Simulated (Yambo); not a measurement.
# BeS (F-43m) in Yambo: further runs

The runs below take BeS through G0W0 quasiparticle levels, optical spectrum, optical spectrum by the Bethe-Salpeter equation, with PBEsol.

Program: Yambo 5.3.0. These are calculated values, not measurements. Logs are shortened: lines on timing, memory, paths and dates and some standing lists are left out, and cuts for length are marked.

### Step 1. The structure

The structure is cubic, space group F-43m (No. 216). The conventional cell has a = 4.850 Å, b = 4.850 Å, c = 4.850 Å, α = 90.00°, β = 90.00°, γ = 90.00°. S (site symmetry -43m) has 4 Be at 2.10 Å as nearest neighbours. Be (site symmetry -43m) has 4 S at 2.10 Å as nearest neighbours.

### Step 2. G0W0 quasiparticle levels, PBEsol

g0w00.in reads:

```
gw0
dyson
el_el_corr
rim_cut
HF_and_locXC
ppa
em1d
RandQpts= 1000000
RandGvec= 50 RL
EXXRLvcs= 88 Ry
VXCRLvcs= 88 Ry
Chimod= "HARTREE"
% BndsRnXp
 1 | 85 |
%
NGsBlkXp= 6 Ry
% LongDrXp
 1 | 1 | 1 |
%
PPAPntXp= 27.21138 eV
% GbndRnge
 1 | 85 |
%
GTermKind= "BG"
DysSolver= "n"
ExtendOut
% QPkrange
 1 | 1 | 4 | 7 |
 13 | 13 | 4 | 7 |
%
```

scf.in reads:

```
&CONTROL
  calculation = 'scf'
  prefix = 'pwscf'
  outdir = './tmp'
  pseudo_dir = './pseudo'
/
&SYSTEM
  ibrav = 0
  nat = 2
  ntyp = 2
  ecutwfc = 88
  nbnd = 10
  occupations = 'smearing'
  smearing = 'fd'
  degauss = 0.00367493
  force_symmorphic = .true.
/
&ELECTRONS
  conv_thr = 4d-10
  electron_maxstep = 120
  mixing_beta = 0.5
/
ATOMIC_SPECIES
S     32.0600 S.upf
Be     9.0122 Be.upf
CELL_PARAMETERS angstrom
   0.0000000000    2.4250000000    2.4250000000
   2.4250000000    0.0000000000    2.4250000000
   2.4250000000    2.4250000000    0.0000000000
ATOMIC_POSITIONS crystal
S      0.7500000000    0.7500000000    0.7500000000
Be     0.0000000000    0.0000000000    0.0000000000
K_POINTS automatic
10 10 10 0 0 0
```

nscf.in reads:

```
&CONTROL
  calculation = 'nscf'
  prefix = 'pwscf'
  outdir = './tmp'
  pseudo_dir = './pseudo'
/
&SYSTEM
  ibrav = 0
  nat = 2
  ntyp = 2
  ecutwfc = 88
  nbnd = 85
  occupations = 'fixed'
  force_symmorphic = .true.
/
&ELECTRONS
  conv_thr = 1d-08
  diago_full_acc = .true.
  diago_thr_init = 1d-06
/
ATOMIC_SPECIES
S     32.0600 S.upf
Be     9.0122 Be.upf
CELL_PARAMETERS angstrom
   0.0000000000    2.4250000000    2.4250000000
   2.4250000000    0.0000000000    2.4250000000
   2.4250000000    2.4250000000    0.0000000000
ATOMIC_POSITIONS crystal
S      0.7500000000    0.7500000000    0.7500000000
Be     0.0000000000    0.0000000000    0.0000000000
K_POINTS automatic
6 6 6 0 0 0
```

Potentials or basis: PseudoDojo 0.4.1 SR PBEsol standard.

The run is started by

```bash
> OMP_NUM_THREADS=1 pw.x -in scf.in > scf.out
> OMP_NUM_THREADS=1 pw.x -in nscf.in > nscf.out
> cd tmp/pwscf.save; p2y; mv SAVE ../..; cd ../..
> OMP_NUM_THREADS=1 yambo
> OMP_NUM_THREADS=1 yambo -F g0w00.in -J g0w00 -C g0w00_out
```

Yambo's report:

```text
[... sections 02.01 to 02.04 as in the set-up run ...]

  [02.05] Energies & Occupations
  ==============================

  [X] === General ===
  [X] Electronic Temperature                        :  0.000000  0.000000 [eV K]
  [X] Bosonic    Temperature                        :  0.000000  0.000000 [eV K]
  [X] Finite Temperature mode                       : no
  [X] El. density                                   :  0.35062E+24 [cm-3]
  [X] Fermi Level                                   :  5.496106 [eV]

  [X] === Gaps and Widths ===
  [X] Conduction Band Min                           :  2.930252 [eV]
  [X] Valence Band Max                              :  0.000000 [eV]
  [X] Filled Bands                                  :   5
  [X] Empty Bands                                   :    6   85
  [X] Direct Gap                                    :  5.595184 [eV]
  [X] Direct Gap localized at k                     :  1
  [X] Indirect Gap                                  :  2.930252 [eV]
  [X] Indirect Gap between kpts                     :   1  13
  [X] Last valence band width                       :  3.242514 [eV]
  [X] 1st conduction band width                     :  3.242202 [eV]

 [03] Transferred momenta grid and indexing
 ==========================================

 IBZ Q-points                                      :  16
 BZ  Q-points                                      :  216

 K/Q-points units:
 rlu = crystal or reduced units; cc = cartesian coordinates; iku = interal k-units

 Q [ 1]         [rlu]:  0.000000  0.000000  0.000000
 Q [ 2]         [rlu]:  0.13755E-18  0.13755E-18  0.16667
 Q [ 3]         [rlu]:  0.27509E-18  0.27509E-18  0.33333
 Q [ 4]         [rlu]: -0.90717E-17 -0.90717E-17 -0.50000
 Q [ 5]         [rlu]:  0.12700E-16  0.16667      0.16667
 Q [ 6]         [rlu]:  0.27893E-16  0.16667      0.33333
 Q [ 7]         [rlu]:  0.15300E-16  0.16667      0.50000
 Q [ 8]         [rlu]: -0.90717E-17  0.16667     -0.33333
 Q [ 9]         [rlu]: -0.27509E-18  0.16667     -0.16667
 Q [10]         [rlu]:  0.25399E-16  0.33333      0.33333
 Q [11]         [rlu]: -0.20106E-16  0.33333      0.50000
 Q [12]         [rlu]: -0.55019E-18  0.33333     -0.33333
 Q [13]         [rlu]: -0.48221E-16 -0.50000     -0.50000
 Q [14]         [rlu]:  0.166667  0.333333  0.500000
 Q [15]         [rlu]:  0.166667  0.333333 -0.333333
 Q [16]         [rlu]:  0.166667 -0.500000 -0.333333

 [04] Coloumb potential Random Integration (RIM)
 ===============================================

  [04.01] RIM initialization
  ==========================

  * Diagonal components only detected *

  8 x (sBL volume)        :  0.047732 [a.u.]
  sBZ random points       :  1000000
  Points outside the sBZ  :   7987327
  RL volume               :  1.288777 [a.u.]
  Integrated volume       :  1.290822 [a.u.]

  [04.02] RIM integrals
  =====================

  Gamma point sphere radius             :  0.065799 [a.u.]
  Points outside the sphere             :   799513
  [Int_sBZ(q=0) 1/q^2]*(Vol_sBZ)^(-1/3) =:  7.764325
                                 should be <:  7.795600
  [WR./g0w00//ndb.RIM]------------------------------------------------------------
   Brillouin Zone Q/K grids (IBZ/BZ)                :   16  216   16  216
   Coulomb cutoff potential                         : none
   Coulombian RL components                         :   51
   Coulombian diagonal components                   : yes
   RIM random points                                :  1000000
   RIM  RL volume             [a.u.]                :  1.290822
   Real RL volume             [a.u.]                :  1.288777
   Eps^-1 reference component                       : 0
   Eps^-1 components                                :  0.000000  0.000000  0.000000
   RIM anysotropy factor                            :  0.000000

  Summary of Coulomb integrals for non-metallic bands |Q|[au] RIM/Bare

  Q [1] 0.100000E-4 0.995988 * Q [2] 0.197901 1.066424
  Q [5] 0.228517 1.065697 * Q [9] 0.323171 1.027506
  Q [6] 0.378952 1.020772 * Q [3] 0.395803 1.018189
  Q [10] 0.457033 1.014976 * Q [8] 0.498041 1.012135
  Q [14] 0.510979 1.011850 * Q [7] 0.559749 1.010038
[... 70 lines left out ...]
 [X-CG] R(p) Tot o/o(of R):   20965   86400     100
 [X-CG] R(p) Tot o/o(of R):   17589   86400     100
 [X-CG] R(p) Tot o/o(of R):    8560   86400     100
 [X-CG] R(p) Tot o/o(of R):   22468   86400     100
 [X-CG] R(p) Tot o/o(of R):   21896   86400     100
 [X-CG] R(p) Tot o/o(of R):   17922   86400     100

 [07] Local Exchange-Correlation + Non-Local Fock
 ================================================

 [VXC] Plane waves :  2741
 [EXS] Plane waves :  2741

 QP @ state[ 1 ] K range:  1  1
 QP @ state[ 1 ] b range:   4   7
 QP @ state[ 2 ] K range:  13  13
 QP @ state[ 2 ] b range:   4   7

 [xc] Functional : Perdew, Burke & Ernzerhof SOL(X)+Perdew, Burke & Ernzerhof SOL(C)
 [xc] LIBXC used to calculate xc functional
  PP Number of Atomic Species                      :  2
  NLCC RL compoments                               :  21595
  PP Number of Atomic Species                      :  2
  NLCC RL compoments                               :  21595
 [WR./g0w00//ndb.HF_and_locXC]---------------------------------------------------
  Brillouin Zone Q/K grids (IBZ/BZ)                :   16  216   16  216
  RL vectors                                       :   3479 [WF]
  Fragmentation                                    : no
  Electronic Temperature                           :  0.000000 [K]
  Bosonic    Temperature                           :  0.000000 [K]
  Green`s function   wavefunctions                 : Perdew, Burke & Ernzerhof SOL(X)+Perdew, Burke & Ernzerhof SOL(C)
  Total number of QP states                        :   8
  Exchange RL vectors                              :  2741
  Exchange summation bands                         :   5
  RIM RL components                                :   51
  RIM random points                                :  1000000

 [xc] E_xc :  -4.638806 [Ha]
      E_xc :  -9.277613 [Ry]

  Local XC kind (lXC) : Perdew, Burke & Ernzerhof SOL(X)+Perdew, Burke & Ernzerhof SOL(C)
  Non-Local XC kind (nlXC) : Hartree-Fock

  Corrections @ K [1] :  [eV]
 <4|nlXC|4> = -16.52309 -0.10214E-17 <4|lXC|4> = -13.58392 -0.18882E-15
 <5|nlXC|5> = -16.52309  0.10242E-16 <5|lXC|5> = -13.58392  0.18882E-15
 <6|nlXC|6> = -5.887892 -0.26735E-17 <6|lXC|6> = -11.02648  0.18882E-15
 <7|nlXC|7> = -5.887894  0.12000E-17 <7|lXC|7> = -11.02648  0.23602E-16

  Corrections @ K [13] :  [eV]
 <4|nlXC|4> = -16.35009  0.86506E-17 <4|lXC|4> = -12.48801  0.11801E-16
 <5|nlXC|5> = -16.35009 -0.20741E-16 <5|lXC|5> = -12.48801  0.000000
 <6|nlXC|6> = -5.219299 -0.45488E-17 <6|lXC|6> = -9.332559  0.15102E-15
 <7|nlXC|7> = -5.821142  0.22933E-17 <7|lXC|7> = -10.46622  0.94408E-16

 [08] Dyson equation: Newton solver
 ==================================

 [WARNING] Response block size in GW reduced to 65      RL (3759    mHa)

  [08.01] G0W0 (W PPA)
  ====================

  [  GW  ] Bands range     :    1   85
  [GW/PPA] G damping       :  0.100000 [eV]

  QP @ state[ 1 ] K range:  1  1
  QP @ state[ 1 ] b range:   4   7
  QP @ state[ 2 ] K range:  13  13
  QP @ state[ 2 ] b range:   4   7
[... 51 lines left out ...]
   :: Time ordering fails/rest    :  0.501899
   :: Mean rel dev of PP cond     :  0.189804
   Current Q-pt index             :  14
   :: PP condition fails/total    :  0.158580
   :: Time ordering fails/rest    :  0.498734
   :: Mean rel dev of PP cond     :  0.158550
   Current Q-pt index             :  15
   :: PP condition fails/total    :  0.158107
   :: Time ordering fails/rest    :  0.500141
   :: Mean rel dev of PP cond     :  0.158086
   Current Q-pt index             :  16
   :: PP condition fails/total    :  0.160000
   :: Time ordering fails/rest    :  0.500704
   :: Mean rel dev of PP cond     :  0.159982

  [08.02] QP properties and I/O
  =============================

  Legend (energies in eV)
  - B  : Band       - Eo  : bare energy
  - E  : QP energy  - Z   : Renormalization factor
  - So : Sc(Eo)     - S   : Sc(E)
  - dSp: Sc derivative precision

  - lXC: Local XC (Perdew, Burke & Ernzerhof SOL(X)+Perdew, Burke & Ernzerhof SOL(C))
  -nlXC: non-Local XC (Hartree-Fock)

  QP [eV] @ K [1] (iku):  0.000000  0.000000  0.000000
   B=4 Eo= -0.00 E= -1.10 E-Eo= -1.10 Re(Z)=0.80 Im(Z)=-0.121771E-2 nlXC= -16.5231 lXC= -13.5839 So=  1.55848
   B=5 Eo=  0.00 E= -1.10 E-Eo= -1.10 Re(Z)=0.80 Im(Z)=-0.121773E-2 nlXC= -16.5231 lXC= -13.5839 So=  1.56552
   B=6 Eo=  5.60 E=  6.28 E-Eo=  0.69 Re(Z)=0.81 Im(Z)=-0.120544E-2 nlXC= -5.88789 lXC= -11.0265 So= -4.29358
   B=7 Eo=  5.60 E=  6.29 E-Eo=  0.69 Re(Z)=0.81 Im(Z)=-0.120543E-2 nlXC= -5.88789 lXC= -11.0265 So= -4.28863

  QP [eV] @ K [13] (iku): -0.500000  0.000000  0.000000
   B=4 Eo= -2.67 E= -3.90 E-Eo= -1.23 Re(Z)=0.79 Im(Z)=-0.138800E-2 nlXC= -16.3501 lXC= -12.4880 So=  2.30306
   B=5 Eo= -2.67 E= -3.90 E-Eo= -1.24 Re(Z)=0.79 Im(Z)=-0.138808E-2 nlXC= -16.3501 lXC= -12.4880 So=  2.29667
   B=6 Eo=  2.93 E=  3.22 E-Eo=  0.29 Re(Z)=0.83 Im(Z)=-0.112061E-2 nlXC= -5.21930 lXC= -9.33256 So= -3.76481
   B=7 Eo=  4.80 E=  5.30 E-Eo=  0.50 Re(Z)=0.82 Im(Z)=-0.116598E-2 nlXC= -5.82114 lXC= -10.4662 So= -4.02976

  [WR./g0w00//ndb.QP]-------------------------------------------------------------
   Lattice constants                                :  4.582586  4.582586  4.582586
   Coulomb cutoff potential                         : none
   Electronic Temperature                           :  0.000000 [K]
   Bosonic    Temperature                           :  0.000000 [K]
   Green`s function   energies                      : Perdew, Burke & Ernzerhof SOL(X)+Perdew, Burke & Ernzerhof SOL(C)
   wavefunctions                                    : Perdew, Burke & Ernzerhof SOL(X)+Perdew, Burke & Ernzerhof SOL(C)
   PPA    diel. fun.  energies                      : Perdew, Burke & Ernzerhof SOL(X)+Perdew, Burke & Ernzerhof SOL(C)
   wavefunctions                                    : Perdew, Burke & Ernzerhof SOL(X)+Perdew, Burke & Ernzerhof SOL(C)
   QP tot states                                    :   8
   GW solver                                        : Newton
   GW approximation                                 : PPA
   PPA imaginary Energy                             :  27.21138 ev
   RIM G`s                                          :   51
   RIM random pts                                   :  1000000
   dS/dw steps                                      :  2
   dS/dw step                                       :  0.100000 ev
   X G`s                                            :   65 used
   X G`s                                            :   65 disk
   X bands                                          :    1   85
   X poles                                          :  100.0000 o/o
   X e/h E range                                    : -1.000000 -1.000000 ev
   X Hxc Kernel                                     : HARTREE
   X BZ energy Double Grid                          : no
   X Optical Averaged directions                    : none
   Sc/G bands                                       :    1   85
   Sc/G damping                                     :  0.100000 ev
   Sc bands terminator                              : yes
   Sc terminator kind                               : BG
   Sc Terminator pole                               :  40.81708
   Sx RL components                                 :  2741

   QP @ state[ 1 ] K range                          :  1  1
   QP @ state[ 1 ] b range                          :   4   7
   QP @ state[ 2 ] K range                          :  13  13
   QP @ state[ 2 ] b range                          :   4   7
   GF energies kind                                 : Perdew, Burke & Ernzerhof SOL(X)+Perdew, Burke & Ernzerhof SOL(C)
   GF WF`s kind                                     : Perdew, Burke & Ernzerhof SOL(X)+Perdew, Burke & Ernzerhof SOL(C)
   Xs energies kind                                 : Perdew, Burke & Ernzerhof SOL(X)+Perdew, Burke & Ernzerhof SOL(C)
   Xs WF`s kind                                     : Perdew, Burke & Ernzerhof SOL(X)+Perdew, Burke & Ernzerhof SOL(C)
```

Run time: 5.9 min. Hardware: 1 thread of Arm Neoverse V1, shared host; peak memory 0.43 GiB.

What came out:

```yaml
Band_gap_on_the_k_mesh_mean-field_level: 2.93 eV, indirect (least direct gap 5.60 eV)
Quasiparticle_gap: 4.32 eV
Least_direct_quasiparticle_gap: 7.12 eV
Quasiparticle_gap_at_Γ: 7.38 eV
Band_gap_of_the_same_states_before_the_correction: 2.93 eV
```

Quasiparticle terms (eV):
```csv
k point,band,Kohn-Sham level,Vxc,Σx,Σc,Z,result
"(0.000, 0.000, 0.000)",4,0.00,-13.58,-16.52,1.56,0.80,-1.10
"(0.000, 0.000, 0.000)",5,0.00,-13.58,-16.52,1.57,0.80,-1.10
"(0.000, 0.000, 0.000)",6,5.60,-11.03,-5.89,-4.29,0.81,6.28
"(0.000, 0.000, 0.000)",7,5.60,-11.03,-5.89,-4.29,0.81,6.29
"(0.000, -0.500, -0.500)",4,-2.67,-12.49,-16.35,2.30,0.79,-3.90
"(0.000, -0.500, -0.500)",5,-2.67,-12.49,-16.35,2.30,0.79,-3.90
"(0.000, -0.500, -0.500)",6,2.93,-9.33,-5.22,-3.76,0.83,3.22
"(0.000, -0.500, -0.500)",7,4.80,-10.47,-5.82,-4.03,0.82,5.30
```

Caveat: this version prints the column dSc/dw multiplied by 27.2; the terminator is approximate in this version, by hundredths of an eV.

(Continued in part 2 of 2.)
